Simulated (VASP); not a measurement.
# Hg2TeO: structure and properties in VASP, part 4 of 4

What structure does Hg2TeO take at this level, and what are its properties? The cell is invented: it takes the structure of COD entry 1010537, HgTe (space group 225 there), with some of its atoms replaced by other elements, volume scaled by an estimate. It may not be a known or stable phase.

VASP 6.6.1; BEEF-vdW; plane waves and PAW (Hg, Te, O); invented cell.

So far. Step 4 (Single point with fields (BEEF-vdW)): In this run the pressure is 0.00 GPa, small enough to go on. Step 5 (Bands along the symmetry lines (BEEF-vdW)): There is no gap at this level. The relaxed cell has a = 3.922, c = 19.997 Å (conventional setting).

### Step 6. Density of states (BEEF-vdW)

A density of states needs more k-points than a total energy; ISMEAR = -5 takes tetrahedra, and LORBIT projects the states on the PAW spheres. The mesh is finer than in the run before.

Input file INCAR:

```
SYSTEM = Hg2TeO
PREC = Accurate
ENCUT = 520
EDIFF = 1E-06
NELM = 100
ISMEAR = -5
SIGMA = 0.05
LREAL = .FALSE.
ALGO = Normal
GGA = BF
LUSE_VDW = .TRUE.
ZAB_VDW = -1.8867
LASPH = .TRUE.
NBANDS = 32
LORBIT = 11
LWAVE = .FALSE.
LCHARG = .FALSE.
KPAR = 2
NEDOS = 2001
```

Input file POSCAR:

```
Hg2TeO
1.0
    1.9611946737      1.1322965723      6.6657866660
   -1.9611946737      1.1322965723      6.6657866660
    0.0000000000     -2.2645931445      6.6657866660
Hg Te O
2 1 1
Direct
    0.7698083332      0.7698083332      0.7698083332
    0.2301916668      0.2301916668      0.2301916668
    0.0000000000      0.0000000000      0.0000000000
    0.5000000000      0.5000000000      0.5000000000
```

Input file KPOINTS:

```
Automatic mesh
0
Gamma
10 10 10
0 0 0
```

The projector-augmented-wave data sets are Hg, Te and O (PBE family, release 64).

The run is started by

```
$ mpirun -np 2 vasp_std
```

The program printed:

```text
[... set-up lines as in an earlier step ...]
 entering main loop
       N       E                     dE             d eps       ncg     rms          rms(c)
DAV:   1     0.270612566436E+03    0.27061E+03   -0.16854E+04  7424   0.103E+03
DAV:   2     0.106128156332E+02   -0.26000E+03   -0.24266E+03  8456   0.276E+02
DAV:   3    -0.226380009988E+01   -0.12877E+02   -0.12777E+02  8928   0.627E+01
DAV:   4    -0.233623565505E+01   -0.72436E-01   -0.72408E-01  8304   0.501E+00
DAV:   5    -0.233692676509E+01   -0.69111E-03   -0.69103E-03  9112   0.496E-01    0.155E+01
DAV:   6    -0.833497537946E+00    0.15034E+01   -0.12069E+01  9440   0.316E+01    0.148E+01
DAV:   7     0.690479948508E+00    0.15240E+01   -0.13805E+01  8840   0.118E+01    0.691E+00
DAV:   8     0.813918743690E+00    0.12344E+00   -0.90064E-01  8320   0.478E+00    0.227E+00
DAV:   9     0.819776459372E+00    0.58577E-02   -0.81961E-02  8688   0.160E+00    0.583E-01
DAV:  10     0.821939654600E+00    0.21632E-02   -0.10171E-02  8512   0.431E-01    0.328E-01
DAV:  11     0.821381178718E+00   -0.55848E-03   -0.12914E-03  8688   0.179E-01    0.105E-01
DAV:  12     0.821549917166E+00    0.16874E-03   -0.12148E-03  8784   0.165E-01    0.765E-02
DAV:  13     0.821648925873E+00    0.99009E-04   -0.71642E-04  8784   0.723E-02    0.338E-02
DAV:  14     0.821602181625E+00   -0.46744E-04   -0.37955E-05  8320   0.293E-02    0.265E-02
DAV:  15     0.821596631508E+00   -0.55501E-05   -0.35438E-06  8624   0.947E-03    0.111E-02
DAV:  16     0.821597203870E+00    0.57236E-06   -0.20625E-06  7320   0.690E-03
   1 F= 0.82159720E+00 E0= 0.82159720E+00  d E =0.000000E+00
 -----------------------------------------------------------------------------
|                                                                             |
|           W    W    AA    RRRRR   N    N  II  N    N   GGGG   !!!           |
|           W    W   A  A   R    R  NN   N  II  NN   N  G    G  !!!           |
|           W    W  A    A  R    R  N N  N  II  N N  N  G       !!!           |
|           W WW W  AAAAAA  RRRRR   N  N N  II  N  N N  G  GGG   !            |
|           WW  WW  A    A  R   R   N   NN  II  N   NN  G    G                |
|           W    W  A    A  R    R  N    N  II  N    N   GGGG   !!!           |
|                                                                             |
|     Tetrahedron method does not include variations of the Fermi             |
|     occupations, so forces and stress will be inaccurate. We suggest        |
|     using a different smearing scheme ISMEAR = 1 or 2 for metals in         |
|     relaxations.                                                            |
|                                                                             |
 -----------------------------------------------------------------------------
```

The job ended after 6.8 min (2 MPI ranks of Intel Xeon 6975P-C (Granite Rapids), shared host; peak memory 2.6 GiB).

From OUTCAR (step 6):

```text
   k-points           NKPTS =    116   k-points in BZ     NKDIM =    116   number of bands    NBANDS=     32

   NELECT =      36.0000    total number of electrons

 E-fermi :   3.4316

 k-point     1 :       0.0000    0.0000    0.0000
  band No.  band energies     occupation
    ...
     13      -1.8752      2.00000
     14       0.4514      2.00000
     15       1.8025      2.00000
     16       1.8025      2.00000
     17       1.9902      2.00000
     18       4.0479     -0.81314
     19       4.0479      0.00000
     20       7.5635      0.00000
     21       7.7333      0.00000
     22       9.7253      0.00000
    ...

Total vdW correction in eV:      5.9303305

  Total        0.0320625      0.0320625      0.1047708     -0.0000000      0.0000000      0.0000000
  in kB        0.5783948      0.5783951      1.8900232     -0.0000000      0.0000000      0.0000000
  external PRESSURE =       1.0156044 kB  Pullay stress =       0.0000000 kB

 POSITION                                       TOTAL-FORCE (eV/Angst)
 -----------------------------------------------------------------------------------
      0.00000      0.00000     15.39413         0.000000      0.000000      0.017170
      0.00000      0.00000      4.60323         0.000000     -0.000000     -0.017170
      0.00000      0.00000      0.00000         0.000000     -0.000000     -0.000000
      0.00000      0.00000      9.99868         0.000000      0.000000     -0.000000
 -----------------------------------------------------------------------------------
    total drift:                               -0.000000     -0.000000      0.000000

  FREE ENERGIE OF THE ION-ELECTRON SYSTEM (eV)
  ---------------------------------------------------
  free  energy   TOTEN  =         0.8215972039 eV

  energy  without entropy=        0.8215972039  energy(sigma->0) =        0.82159720

Total vdW correction in eV:      5.9302409

[... 6 parts as in an earlier step ...]

[... 10 further parts left out ...]
```

With tetrahedra the forces and stress of a metal are not exact derivatives of the energy.

This step gave:

```
SCF cycles             : 16
irreducible k-points   : 116
free energy (TOTEN)    : 0.8216 eV
Fermi energy           : 3.432 eV
pressure               : 0.1016 GPa
DOS at the Fermi level : 1.394 states/eV/cell
```

The density of states has structure finer than the step of the table below, so its rows give means over 1 eV, whole bins alone (the curve runs from -12.0 to 7.24 eV). Peaks (eV: height): total -6.9: 26.5, -6.8: 25.8, -6.5: 29.3, -6.2: 49.6; O p -7.0: 0.735, -6.9: 0.838, -2.2: 1.82, -1.6: 2.07; Te p -7.0: 0.487, -0.4: 0.764, 0.1: 0.625, 0.5: 0.658; Hg s -7.0: 0.792, -4.9: 0.836, -4.0: 0.599, 1.5: 0.937; Hg d -6.9: 21.9, -6.8: 22.1, -6.5: 26.0, -6.2: 46.7.

States under -12.0 eV and over 7.2 eV are left out. Density of states against energy, zero at the Fermi level; means over each step; values in states/eV/cell:

```
energy (eV)  total     O p     Te p    Hg s     Hg d    Hg p     Te s
        -11   1.56  4.1e-4  0.00197  0.0215   0.0662  0.0143    0.964
        -10      0       0        0       0        0       0        0
         -9      0       0        0       0        0       0        0
         -8      0       0        0       0        0       0        0
         -7   11.1   0.201    0.137   0.121     9.30  0.0214   0.0115
         -6   9.28  0.0416   0.0343  0.0187     8.54  0.0107   0.0467
         -5   1.64   0.123    0.146   0.415    0.342  0.0184  0.00847
         -4   2.01   0.257    0.207   0.415    0.252  0.0516   0.0587
         -3   1.63   0.425    0.179   0.152    0.121  0.0855   0.0289
         -2   3.63    1.53    0.354  0.0577    0.278   0.167   0.0146
         -1   2.13   0.547    0.483  0.0821    0.186  0.0640   0.0131
          0   1.79   0.175    0.587   0.175   0.0985  0.0601  0.00502
          1   1.53   0.287    0.229   0.396   0.0541  0.0533  0.00679
          2   1.40   0.262    0.190   0.454   0.0311  0.0437   0.0119
          3  0.221  0.0216   0.0361  0.0626  0.00339  0.0167  0.00485
          4   1.29   0.101   0.0446  0.0568   0.0204   0.291   0.0277
          5   1.59   0.116   0.0702  0.0589   0.0363   0.348   0.0369
          6   2.26   0.124   0.0952  0.0479   0.0894   0.419   0.0273
```

The finer mesh and the other smearing move the Fermi level by +0.01 eV from the 7×7×7 run, a small shift, which tests the Fermi level alone. Of the states within 0.3 eV of the Fermi level, the largest shares in the PAW spheres are Te p 34 %, Hg s 10 % and O p 8 %. The rest lies in smaller channels or between the spheres.

### Step 7. Zone-centre phonons (BEEF-vdW)

Zone-centre modes test whether the atoms sit at a minimum within this cell. IBRION = 6 takes the force constants from differences of forces between displaced cells, so the forces must be tight.

Input file INCAR:

```
SYSTEM = Hg2TeO
PREC = Accurate
ENCUT = 520
EDIFF = 1E-08
NELM = 100
ISMEAR = 1
SIGMA = 0.2
LREAL = .FALSE.
ALGO = Normal
GGA = BF
LUSE_VDW = .TRUE.
ZAB_VDW = -1.8867
LASPH = .TRUE.
NBANDS = 24
LORBIT = 11
LWAVE = .FALSE.
LCHARG = .FALSE.
KPAR = 2
IBRION = 6
NFREE = 2
POTIM = 0.015
ISIF = 2
NSW = 1
```

POSCAR is that of step 6.

Input file KPOINTS:

```
Automatic mesh
0
Gamma
12 12 12
0 0 0
```

The run is started by

```
$ mpirun -np 2 vasp_std
```

The program printed:

```text
[... set-up lines as in an earlier step ...]
 entering main loop
       N       E                     dE             d eps       ncg     rms          rms(c)
DAV:   1     0.267671632189E+03    0.26767E+03   -0.17489E+04  9072   0.137E+03
DAV:   2     0.110061404044E+02   -0.25667E+03   -0.24638E+03 10264   0.341E+02
DAV:   3    -0.223695934444E+01   -0.13243E+02   -0.13101E+02 10712   0.772E+01
DAV:   4    -0.233778820371E+01   -0.10083E+00   -0.10077E+00 10048   0.691E+00
[...]
DAV:  17     0.826396658335E+00    0.22430E-06   -0.51060E-08  9008   0.141E-03    0.111E-03
DAV:  18     0.826396754683E+00    0.96347E-07   -0.31407E-08  8112   0.119E-03    0.380E-04
DAV:  19     0.826396750638E+00   -0.40445E-08   -0.20354E-09  4760   0.332E-04
   1 F= 0.82639675E+00 E0= 0.82665471E+00  d E =-.773864E-03
 Found     6 degrees of freedom:
 Finite differences POTIM= 0.01500 DOF=   6
[...]
N       E                     dE             d eps       ncg     rms          rms(c)
DAV:   1     0.826882183082E+00    0.48543E-03   -0.19535E+00 41664   0.748E+00    0.978E-02
DAV:   2     0.826544079040E+00   -0.33810E-03   -0.41487E-03 52000   0.444E-01    0.355E-02
DAV:   3     0.826550007936E+00    0.59289E-05   -0.27728E-05 45608   0.354E-02    0.200E-02
DAV:   4     0.826550977232E+00    0.96930E-06   -0.99973E-06 51448   0.203E-02    0.553E-03
DAV:   5     0.826551146125E+00    0.16889E-06   -0.21957E-06 49856   0.818E-03    0.254E-03
DAV:   6     0.826551070400E+00   -0.75725E-07   -0.26999E-07 45216   0.335E-03    0.108E-03
DAV:   7     0.826551057193E+00   -0.13207E-07   -0.63452E-08 47112   0.166E-03    0.374E-04
DAV:   8     0.826551057735E+00    0.54160E-09   -0.47482E-09 22896   0.439E-04
   2 F= 0.82655106E+00 E0= 0.82680733E+00  d E =-.768812E-03
 Finite differences progress:
  Degree of freedom:   1/  6
  Displacement:        1/  2
  Total:               1/ 12
[...]
N       E                     dE             d eps       ncg     rms          rms(c)
```

Run time: 22 min. Hardware: 2 MPI ranks.

The run was cut off at its time limit.

More ranks or a longer limit would be the way on.

### Step 8. Outcome

| Quantity | Value |
| --- | --- |
| relaxed volume | 22.20 Å³/atom |
| relaxed conventional cell a, b, c | 3.922, 3.922, 19.997 Å; angles 90.0, 90.0, 120.0° |
| space group after relaxing, within 0.02 Å | R-3m (No. 166) |
| band gap | none, a metal |
| DOS at the Fermi level | 1.39 states/eV/cell |

With BEEF-vdW, Hg2TeO relaxes to 22.20 Å³/atom in space group R-3m (held by the symmetry of the run) and comes out as a metal. Not obtained: zone-centre phonons (BEEF-vdW), because the run hit its time limit. Bands along the symmetry lines (BEEF-vdW): Of the bands kept, 3 cross the Fermi level on this path. Spin-orbit coupling is left out, and with elements this heavy it would split and shift bands near the Fermi level. The k-sampling is coarse for a metal, so the Fermi level, pressures and the shape of the cell carry errors. No search among competing phases was made. All values are for a static lattice at zero temperature.

[Lines on the potential files, build, host, timing and source positions are cut from VASP's logs without a mark.]

[Logs are printed without paths, hosts, clocks, repeated set-up lines and the standing remarks that a program may print on its own settings, such as how far it seeks lower states.]

[Hosts, paths, dates, database ids (printed as entryN), source tags and the programs' standing remarks are cut or masked in the printed files.]

[A measured line is paired with the nearest computed mode of its activity, which favours agreement.]
